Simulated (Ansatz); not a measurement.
## Cu2O (Cuprite) in Ansatz: the effect of functional

Crystal: Cu2O (Cuprite).

```
CELL_PARAMETERS angstrom
4.17304 0.00000 0.00000
0.00000 4.17304 0.00000
0.00000 0.00000 4.17304
ATOMIC_POSITIONS crystal
Cu 0.75000 0.25000 0.75000
Cu 0.75000 0.75000 0.25000
Cu 0.25000 0.75000 0.75000
Cu 0.25000 0.25000 0.25000
O 0.50000 0.50000 0.50000
O 0.00000 0.00000 0.00000
```

The cell isn't the ideal one: volume scaled by 0.94.

Alike in all runs:

- Program: Ansatz 0.2.0
- Task: single point
- Potentials or basis: Ansatz PAW
- k mesh: 6 × 6 × 6
- Occupations: fermi-dirac, width 0.05 eV
- Spin: no spin polarisation

One run gave: gap on the mesh 0.65 eV; pressure 5.0 GPa. Which functional did it use?
A. PBEsol
B. r2SCAN
C. LDA

A.

```tsv
functional	cutoff	gap on the mesh (eV)	pressure (GPa)
PBEsol	420 eV (not typed: the program's choice for these potentials)	0.65	5.0
LDA	420 eV (not typed: the program's choice for these potentials)	0.69	-0.7
r2SCAN	500 eV (not typed: the program's choice for these potentials)	0.92	7.5
```

Caveats: the PAW data sets come from PBE, with cores solved anew for the run's functional, which leaves a small shift of forces and pressure.

A k mesh can miss the band edges.

Runs at the PBE level aren't shown here.
